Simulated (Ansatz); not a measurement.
Runs of Ansatz 0.2.0 on CdS (Hawleyite). It takes space group F-43m (No. 216, cubic). Conventional cell: a = 5.833 Å, b = 5.833 Å, c = 5.833 Å, α = 90.00°, β = 90.00°, γ = 90.00°. Cd (site symmetry -43m) is surrounded by 4 S at 2.53 Å. Around S (site symmetry -43m) lie 4 Cd at 2.53 Å. 

```tsv
task	level	potentials or basis	cell	k mesh	cutoff (eV)	smearing	basis error allowed	gap on the mesh (eV)	pressure (GPa)	relaxed volume (Å³/atom)
relaxation of cell and atoms	LDA	all-electron LAPW, scalar-relativistic	relaxed	8 × 8 × 8	-	fermi-dirac 0.05 eV	0.001 eV/atom	0.94	0.0	23.85
Born charges and dielectric tensor	LDA	all-electron PAW datasets made for the crystal	as given	8 × 8 × 8	290	fixed	-	0.86	-	-
single point	RPBE	all-electron LAPW, scalar-relativistic	as given	8 × 8 × 8	246	gaussian 0.05 eV	0.001 eV/atom	1.33	(a)	-
single point	PBE0	all-electron PAW datasets made for the crystal	as given	6 × 6 × 6	290	fermi-dirac 0.05 eV	-	2.81	1.6	-
single point	HSE06	all-electron PAW datasets made for the crystal	as given	6 × 6 × 6	290	fermi-dirac 0.05 eV	-	2.17	1.7	-
band structure	revPBE	all-electron LAPW, scalar-relativistic	as given	8 × 8 × 8	246	fermi-dirac 0.05 eV	0.001 eV/atom	1.28	4.5	-
relaxation of cell and atoms	revPBE+D3(BJ)	all-electron LAPW, scalar-relativistic	relaxed	8 × 8 × 8	-	fermi-dirac 0.05 eV	0.001 eV/atom	1.28	0.0	(b)
```

Alike in all rows: no spin polarisation.

Fill in the values left out.

(a) 5.1; (b) 24.85.

Caveats: the program warned that the printed levels may be off, so bands, gaps and densities of states are rough (some runs).

A k mesh can miss the band edges, and the runs leave out spin-orbit coupling on Cd.

The runs don't all hold the same shells in valence.

Runs at the PBE level aren't shown here.
